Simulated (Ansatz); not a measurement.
Runs of Ansatz 0.2.0 on CuO (Tenorite). It takes space group Cc (No. 9, monoclinic). Conventional cell: a = 4.689 Å, b = 3.427 Å, c = 5.132 Å, α = 90.00°, β = 99.65°, γ = 90.00°. Cu (site symmetry 1) is surrounded by 4 O at 1.91 to 2.02 Å. O (site symmetry 1) has 4 Cu at 1.91 to 2.02 Å as nearest neighbours. 

```csv
level,U,hubbard projectors,double counting,gap on the mesh (eV),pressure (GPa),largest force (eV/Å)
PBEsol,-,-,-,none,-2.7,0.76
PBEsol+U,Cu d U = 1 eV,ortho-atomic (the default),fll (the default),none,-2.3,0.76
PBEsol+U,Cu d U = 2 eV,ortho-atomic (the default),fll (the default),none,-1.9,0.76
PBEsol+U,Cu d U = 6 eV,ortho-atomic (the default),fll (the default),none,0.4,0.80
PBEsol+U,Cu d U = 4 eV,ortho-atomic (the default),fll (the default),none,-0.8,(b)
PBEsol+U,Cu d U = 8 eV,ortho-atomic (the default),fll (the default),none,(a),0.83
PBEsol+U,Cu d U = 3 eV,ortho-atomic (the default),fll (the default),none,-1.4,0.76
PBEsol+U,Cu d U = 5 eV,ortho-atomic (the default),fll (the default),none,-0.3,0.79
```

Alike in all rows: task band structure; potentials or basis Ansatz PAW; no spin polarisation; cell as given; k mesh 10 × 10 × 5; cutoff (eV) 420; smearing fermi-dirac 0.05 eV.

Task: Estimate the missing entries.

Result: (a) 1.8; (b) 0.78.

Caveats: the run has no spin polarisation, though such a crystal can be magnetic; the PAW data sets come from PBE, with cores solved anew for the run's functional, which leaves a small shift of forces and pressure; U without spin polarisation on a metal has little footing (some runs); semilocal functionals often make such compounds metallic where correlation or magnetic order opens a gap, which also shifts bond lengths (some runs).

A gap of «none» marks a metal or a gap under the smearing width.
